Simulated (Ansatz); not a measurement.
Crystal: HfO2.

```
CELL_PARAMETERS angstrom
0.00000 2.55750 2.55750
2.55750 0.00000 2.55750
2.55750 2.55750 0.00000
ATOMIC_POSITIONS crystal
Hf 0.00000 0.00000 0.00000
O 0.75000 0.75000 0.75000
O 0.25000 0.25000 0.25000
```

Measurements of this composition are mostly on another form, of space group No. 14.

```yaml
Program: Ansatz 0.2.0
Task: relaxation of cell and atoms
Functional: BLYP
Dispersion: D3(BJ)
Potentials_or_basis: Ansatz PAW
Cutoff: "420 eV (not typed: the program's choice for these potentials)"
k_mesh: 9 × 9 × 9
Occupations: fermi-dirac, width 0.05 eV
Spin: no spin polarisation
```

At the start: volume 11.15 Å³/atom.

Where does the relaxation end?

It ends after 6 steps and the volume is 10.97 Å³/atom (-1.7 %); space group Fm-3m (No. 225, to 0.05 Å).

The path:
```csv
step,energy change (eV),largest force (eV/Å),volume (Å³)
1,0.0000,0.0000,33.46
2,-0.0109,0.0000,32.78
3,-0.0104,0.0000,32.92
4,-0.0071,0.0000,32.92
5,-0.0072,0.0000,32.90
6,-0.0072,0.0000,32.90
```

Final structure:
```
Hf O
1.0
     0.00000    2.54317    2.54317
     2.54317    0.00000    2.54317
     2.54317    2.54317    0.00000
Hf O
1 2
Direct
  0.00000 0.00000 0.00000
  0.75000 0.75000 0.75000
  0.25000 0.25000 0.25000
```

Caveat: the plane-wave basis is chosen anew once the cell has moved, so the energies of steps on either side of that aren't comparable; the pressure holds a Pulay correction of +1.1 GPa for the finite cutoff; the PAW data sets come from PBE, with cores solved anew for the run's functional, which leaves a small shift of forces and pressure.
